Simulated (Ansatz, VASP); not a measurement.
**Two plane-wave programs on C**

File POSCAR:

```
C
1.0
    0.0356024828      1.7801241423      1.7801241423
    1.7801241423      0.0356024828      1.7801241423
    1.8157266251      1.8157266251      0.0000000000
C
2
Direct
    0.0003241745      0.0003241745     -0.0003241745
    0.2496758255      0.2496758255      0.2503241745
```

The input INCAR.step1:

```
PREC = Accurate
ENCUT = 520
ISMEAR = 0
SIGMA = 0.01
LREAL = False
LASPH = True
NELM = 60
NBANDS = 11
GGA = PE
ALGO = Normal
EDIFF = 1E-4
LWAVE = True
LCHARG = False
```

Contents of INCAR.step2:

```
PREC = Accurate
ENCUT = 520
EDIFF = 1E-6
ISMEAR = 0
SIGMA = 0.01
LREAL = False
LASPH = True
NELM = 60
ALGO = Normal
ISIF = 2
LWAVE = False
LCHARG = False
METAGGA = R2SCAN
LMIXTAU = True
NBANDS = 11
ISTART = 1
```

Contents of KPOINTS:

```
regular mesh
0
Gamma
  12 12 12
```

Input for Ansatz:

```yaml
crystal:
  lattice:
    - [0.0356024828, 1.7801241423, 1.7801241423]
    - [1.7801241423, 0.0356024828, 1.7801241423]
    - [1.8157266251, 1.8157266251, 0.0]
  atoms:
    - { symbol: C, position: [0.0003241745, 0.0003241745, -0.0003241745] }
    - { symbol: C, position: [0.2496758255, 0.2496758255, 0.2503241745] }
kpoints:
  mp_grid: { grid: [12, 12, 12] }
  band_path:
    path:
      - [0.0, 0.0, 0.0]
      - [0.5, 0.0, 0.5]
      - [0.625, 0.25, 0.625]
      - [0.375, 0.375, 0.75]
      - [0.5, 0.5, 0.5]
      - [0.5, 0.25, 0.75]
      - [0.35, 0.0, 0.35]
    npoints: 1
hamiltonian:
  xc: r2scan
scf:
  occupations: { method: fixed }
  n_extra_bands: 4
output:
  forces: true
  stress: true
  eigenvalues: true
```

Change from the starting cell: shear_xy strain +4.0%.

Alike in both runs: task single point; functional r2SCAN; k mesh 12 × 12 × 12; no spin polarisation.

|  | VASP | Ansatz |
| --- | --- | --- |
| version | VASP 6.6.1 | Ansatz 0.2.0 |
| potentials or method | VASP PAW PBE potentials, release 64 (C) | plane waves, PAW |
| plane-wave cutoff (eV) | 520 | 500 |
| occupations | gaussian, width 0.01 eV | fixed |
| valence electrons in the cell | 8 | 8 |

|  | VASP | Ansatz | Ansatz less VASP |
| --- | --- | --- | --- |
| gap on the k mesh at the Fermi level (eV) | 4.09 | 4.12 | +0.025 |
| pressure (GPa) | 2.0 | 0.8 | -1.13 |
| largest component of the traceless stress (GPa) | 23.66 | 23.51 | -0.152 |
| rms of the force components (eV/Å) | 0.008 | 0.000 | -0.0077 |

Atom by atom the forces differ by 0.009 eV/Å (rms over components).

Caveats: the PAW data sets were made with another functional, which shifts forces and pressure a little (VASP).
